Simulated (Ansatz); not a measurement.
PtS2:

```
Pt S
1.0
     3.54320    0.00000    0.00000
    -1.77160    3.06850    0.00000
     0.00000    0.00000    5.03880
Pt S
1 2
Direct
  0.00000 0.00000 0.00000
  0.66667 0.33333 0.77300
  0.33333 0.66667 0.22700
```

Below is the output of Ansatz 0.2.0 for this cell. Logs are shortened: lines on timing, memory, paths and dates and some standing lists are left out, and cuts for length are marked.

```text
Warning: output.stress: scf.convergence.dr2_threshold = 1e-7 eV (the SCF's general default) is looser than the 3e-10 eV advised for a printed stress (1e-10 eV for each atom of the cell: 3). What an SCF threshold leaves in a stress goes as its square root, and in the free energy as the threshold itself, and one threshold admits the most on a small cell: of the crystals measured, under no hybrid functional and no lock of the moments, on runs that ended without the residual-converged pass, on stresses that held no estimate of that error, the worst erred by over 100 MPa in a component at 1e-7 eV an atom and by under 5 at 1e-10. Set scf.convergence.dr2_threshold to 3e-10 eV or tighter. The threshold is an SCF's pass mark: one that does not reach it within its budget of iterations ends unconverged, or closes short of it on a stop that the run arms, and scf.convergence.dr2_threshold's page says what that costs each kind of run
Warning: output.stress: scf.exx.energy_threshold = 1e-6 eV is looser than the 3e-8 eV advised for a stress under a hybrid functional (1e-8 eV for each atom of the cell: 3). Every SCF of the exchange loop can meet its threshold on dr2 while the loop round them stops early: no threshold on dr2 bounds what that leaves in the stress. Set scf.exx.energy_threshold to 3e-8 eV or tighter. The threshold is the loop's pass mark: a loop that does not reach it within its budget of cycles ends unconverged, and scf.exx.energy_threshold's page has the law
Warning: RAYON_NUM_THREADS=2 ignored (pool sized by the plan → 2); use --threads N
Engine: ansatz 0.2.0, aarch64-unknown-linux-gnu
Pseudopotentials: kind: paw
Pseudopotential: Pt, paw, valence charge 18, recommended cutoff 420 eV (normal), Pt.paw.azcp
Pseudopotential: S, paw, valence charge 6, recommended cutoff 420 eV (normal), S.paw.azcp
Functional definition: unnamed
  parameter a_1 = 0.25
  parameter omega_1 = 0.2/angstrom
  exchange = pbe_x + (-a_1)*pbe_x_sr(omega_1) + a_1*exact_x_sr(omega_1)
  correlation = pbe_c
Crystal: 3 atoms, lattice volume = 54.783 Å³
Basis set: ecut = 420 eV, 1043 PW (Γ), exchange–correlation on 48×48×72 points (8 copies of the dense FFT grid, shifted against one another)
Bands: 19, of which v1, the nominal top of the filled ones, is band 15 counted from 1 (14 counted from 0)
Symmetry: 12 space group operations
Space group: P-3m1 (ITA 164), of the structure as read, at distance tolerance 3.8e-5 Å
k-points: 12 of 75
Non-local potential: Pt, projectors of the file, l = 0: 3, l = 1: 2, l = 2: 2, l = 3: 1
Non-local potential: S, projectors of the file, l = 0: 2, l = 1: 2, l = 2: 2
PAW form: soft (Blöchl's): semilocal exchange-correlation on the pseudo side does not see the compensation charge
PAW frozen core: Pt, regenerated for the run's functional, and the local potential with it (the file was generated under x = pbe(κ = 0.804, μ = 0.2195149727645171), c = pbe(β = 0.06672455060314922))
PAW frozen core: S, regenerated for the run's functional, and the local potential with it (the file was generated under x = pbe(κ = 0.804, μ = 0.2195149727645171), c = pbe(β = 0.06672455060314922))
[... 43 lines left out ...]
Free energy (F): -14331.420264 eV
Frozen-core exchange: fock
Harris-Foulkes:  -14331.420264 eV  (|F-HF|=2.36e-11)
Internal energy: -14331.420264 eV  (E = F + TS)
E sigma→0 (E₀):  -14331.420264 eV
Fermi energy:    11.348183 eV
--- Per-component energies (eV) ---
  E_band       = -378.639408
  E_kinetic    = 853.585307
  E_local      = -3136.671251  (includes V_loc(G=0)·N_el)
  E_nonlocal   = 255.823074
  E_hartree    = 1242.393101
  E_xc         = -365.102441
  E_vxc        = -381.238212  (∫ρ·V_xc dr)
  E_exx        = -86.993658  (= α·E_x^exact, valence–valence)
  E_paw        = -10662.035886  (= ΣΔE_a)
  E_vpaw       = -280.937915  (= ΣTr[D̂ρ^β])
  E_aug_tail   = 0.000189  (compensation charges beyond the density's cutoff)
  E_ewald      = -2430.204375
  E_core_change = -2.214323  (= ΣΔE_core)
  E_smearing   = -0.000000  (= −TS)
  E_closure    = 0.000000  (closes the sum)
  Σ components = -14331.420264   (vs F -14331.420264, Δ=1.82e-12)
--- Forces (eV/Å), atoms counted from 1 ---
  atom   1  Pt    -0.00000000     0.00000000     0.00000000
  atom   2  S      0.00000000    -0.00000000    -0.90040495
  atom   3  S     -0.00000000     0.00000000     0.90040495
  max |Σ_I F_I| component: 1.11e-16 eV/Å
--- Stress (GPa, compression-positive) ---
        6.485739       0.000000       0.000000
        0.000000       6.485739       0.000000
        0.000000       0.000000       7.868797
  P = ⅓ Tr σ = 6.9468 GPa (69.468 kbar)
--- Band table (eV; the first three rows and the last of 12) ---
  k-point 0: bands = ["-93.4893", "-46.4336", "-46.4336", "-46.2553", "-6.6838", "-3.1171", "2.6389", "2.6751", "2.6751", "5.6697", "5.6697", "8.1320", "9.2651", "9.2651", "10.4356", "13.7049", "13.7049", "16.0520", "17.3125"]
  k-point 1: bands = ["-93.4893", "-46.4336", "-46.4336", "-46.2553", "-6.4612", "-3.6998", "2.6930", "2.6930", "3.5787", "5.6498", "5.6498", "7.9461", "9.1192", "9.1192", "9.5055", "14.1030", "14.1030", "16.5316", "18.6013"]
  k-point 2: bands = ["-93.4892", "-46.4411", "-46.4351", "-46.2534", "-6.1138", "-3.4648", "2.9904", "3.0649", "3.2796", "5.0083", "5.3771", "7.1379", "8.7491", "8.9749", "10.1856", "12.6558", "13.5649", "17.1923", "18.8537"]
  k-point 11: bands = ["-93.4889", "-46.4528", "-46.4428", "-46.2493", "-4.3598", "-4.1006", "2.3624", "3.3249", "4.2423", "5.1412", "5.5639", "6.2527", "6.6820", "7.9342", "8.5780", "12.8999", "13.6120", "17.7212", "18.7974"]
```

Question: Write the input and the command behind it.

Answer: Single point with HSE06 form with a typed share of exact exchange, no spin polarisation. The files as run (others can give the same):

input.yaml
```yaml
crystal:
  lattice:
    - [3.5432, 0.0, 0.0]
    - [-1.7716, 3.0685012107, 0.0]
    - [0.0, 0.0, 5.0388]
  atoms:
    - { symbol: Pt, position: [0.0, 0.0, 0.0] }
    - { symbol: S, position: [0.6666666667, 0.3333333333, 0.773] }
    - { symbol: S, position: [0.3333333333, 0.6666666667, 0.227] }
hamiltonian:
  xc: { exchange: pbe, correlation: pbe, exx: { coeff: 0.25, omega: 0.2 } }
  pseudopotentials: { kind: paw }
kpoints:
  mp_grid: { grid: [5, 5, 3] }
scf:
  occupations: { method: fermi_dirac, width: 0.05 }
output:
  forces: true
  stress: true
  eigenvalues: true
```

Potentials or basis: Ansatz PAW.
Launch:
```console
$ ansatz run input.yaml --threads 2 --pin off --max-ram 5632MiB --backend cpu --events-out ev --progress --plain --runs-dir out
```

Caveat: odd divisions of the mesh miss points on the zone boundary, where band edges often lie, so the gap on the mesh can be too wide; spin-orbit coupling is left out, which moves the levels of the heavy elements; the PAW data sets come from PBE, with cores solved anew for the run's functional, which leaves a small shift of forces and pressure; the thresholds are loose for stress.
